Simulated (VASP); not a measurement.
A calculation with VASP 6.6.1 of ZnCu (native input, structure from a POSCAR):

The input INCAR:

```
  PREC = Accurate
  ENCUT = 550
  EDIFF = 1E-6
  ISMEAR = 0
  SIGMA = 0.1
  LREAL = F
  LASPH = T
  NELM = 60
  ALGO = Normal
  ISIF = 2
  LWAVE = F
  LCHARG = F
  GGA = PE
```

KPOINTS

```
regular mesh
0
Gamma
  9 9 9
```

Contents of POSCAR:

```
ZnCu
1.0
    2.9450000000      0.0000000000      0.0000000000
    0.0000000000      2.9450000000      0.0000000000
    0.0000000000      0.0000000000      2.9450000000
Zn Cu
1 1
Direct
    0.5000000000      0.5000000000      0.5000000000
    0.0000000000      0.0000000000      0.0000000000
```

Potentials or basis: VASP PAW PBE potentials, release 64 (Zn_GW, Cu_GW).

Launch:

```console
$ cat potpaw_PBE.64/Zn_GW/POTCAR potpaw_PBE.64/Cu_GW/POTCAR > POTCAR
$ mpirun -np 1 vasp_std > vasp.out
```

Write the same calculation in another form: ASE script, Cartesian positions.

As run:

File run.py:

```python
from ase.calculators.vasp import Vasp
from ase.dft.bandgap import bandgap
from ase.io import read

atoms = read('ZnCu.xyz')
calc = Vasp(
    directory='calc',
    xc='pbe',
    pp='PBE',
    setups={'base': 'minimal', 'Zn': '_GW', 'Cu': '_GW'},
    prec='Accurate',
    encut=550,
    ediff=1e-07,
    ismear=0,
    sigma=0.1,
    lreal=False,
    lasph=True,
    nelm=80,
    algo='Normal',
    isif=2,
    lwave=False,
    lcharg=False,
    kpts=[9, 9, 9],
    gamma=True,
)
atoms.calc = calc

print('energy (eV):', atoms.get_potential_energy())
print('free energy (eV):', atoms.get_potential_energy(force_consistent=True))
print('forces (eV/A):')
print(atoms.get_forces())
print('stress (eV/A^3, Voigt):', atoms.get_stress())
print('Fermi level (eV):', calc.get_fermi_level())
gap, top, bottom = bandgap(calc)
print('band gap (eV):', gap, 'from (spin, k, band)', top, 'to', bottom)
```

Contents of ZnCu.xyz:

```xyz
2
Lattice="2.9450000000 0.0000000000 0.0000000000 0.0000000000 2.9450000000 0.0000000000 0.0000000000 0.0000000000 2.9450000000" Properties=species:S:1:pos:R:3 pbc="T T T"
Zn     1.4725000000      1.4725000000      1.4725000000
Cu     0.0000000000      0.0000000000      0.0000000000
```

Potentials or basis: VASP PAW PBE potentials, release 64 (Zn_GW, Cu_GW).

Launch:

```sh
$ python run.py
```

Both were run:

|  | native input, structure from a POSCAR | ASE script, Cartesian positions |
| --- | --- | --- |
| Pressure | 2.2 GPa | 1.9 GPa |
| Band gap on the k mesh | none (metal or under the smearing width) | none (metal or under the smearing width) |

Keys that steer only the numerical path or the files written may differ.
